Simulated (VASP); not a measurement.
Write the native input for VASP 6.6.1 that does the following.

| Quantity | Value |
| --- | --- |
| Task | single point |
| Functional | PBE |
| Potentials or basis | VASP PAW PBE potentials, release 64 (Hg) |
| Cutoff | 520 eV |
| k mesh | 16 × 16 × 16 |
| Occupations | gaussian, width 0.05 eV |
| Spin | no spin polarisation |
| Dipole correction | no |
| Further INCAR settings | ALGO = Normal; EDIFF = 1e-06; NBANDS = 12 |

The structure of Hg lies in POSCAR:

```
Hg
1.0
   -1.7913577498      1.7913577498      1.7913577498
    1.7913577498     -1.7913577498      1.7913577498
    1.7913577498      1.7913577498     -1.7913577498
Hg
1
Direct
    0.0000000000      0.0000000000      0.0000000000
```

The cell was built by a generator and needn't be a form met in nature.

These files were run (other wordings do the same):

INCAR

```
  ALGO = Normal
  EDIFF = 1E-6
  ENCUT = 520
  GGA = PE
  ISIF = 2
  ISMEAR = 0
  LASPH = True
  LCHARG = False
  LREAL = False
  LWAVE = False
  NBANDS = 12
  NELM = 100
  PREC = Accurate
  SIGMA = 0.05
```

KPOINTS

```
k-points
0
Gamma
  16 16 16
```

Potentials or basis: VASP PAW PBE potentials, release 64 (Hg).

The run is started by

```console
$ cat potpaw_PBE.64/Hg/POTCAR > POTCAR
$ mpirun -np 1 vasp_std > vasp.out
```

It gave:

```json
{
  "Pressure": "7.3 GPa",
  "Band gap on the k mesh": "none (metal or under the smearing width)"
}
```

Run time: 8.6 s on 1 thread of Intel(R) Xeon(R) 6975P-C (Granite Rapids), with other jobs on the host, peak memory 0.16 GiB.
